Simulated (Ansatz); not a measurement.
The system is MnO.

```xyz
2
Lattice="2.9695 0.0000 0.0000 -1.4847 2.5717 0.0000 0.0000 0.0000 2.8981" Properties=species:S:1:pos:R:3 pbc="T T T"
Mn    0.0000    0.0000    0.0000
O     1.4847    0.8572    1.4490
```

Measurements of this composition are mostly on another form, of space group No. 225.

Program: Ansatz 0.2.0. Alike in all runs: potentials or basis Ansatz PAW; spin collinear, ferromagnetic start; cell as given; k mesh 5 × 5 × 5; smearing fermi-dirac 0.05 eV; the mesh is coarse, so values aren't converged.

Question: Order these runs on this cell by their band gap on the k mesh, lowest first.
A. level B3LYP; cutoff (eV) 420
B. level r2SCAN0; cutoff (eV) 500
C. level r2SCAN50; cutoff (eV) 500
D. level HSE06; cutoff (eV) 420; points for each segment of the path 4
E. level HSE03; cutoff (eV) 420; points for each segment of the path 4

Answer: E (1.05 eV), D (1.29 eV), A (1.91 eV), B (2.49 eV), C (4.96 eV).

Caveats: all runs use coarse meshes; the magnetic or orbital state may not be the lowest; a cell with one magnetic atom can't hold antiferromagnetic order, which such compounds often take; odd divisions of the mesh miss points on the zone boundary, where band edges often lie, so the gap on the mesh can be too wide (some runs); the k mesh misses the band edges, so the gap on the mesh is wider than the one along the path (some runs).
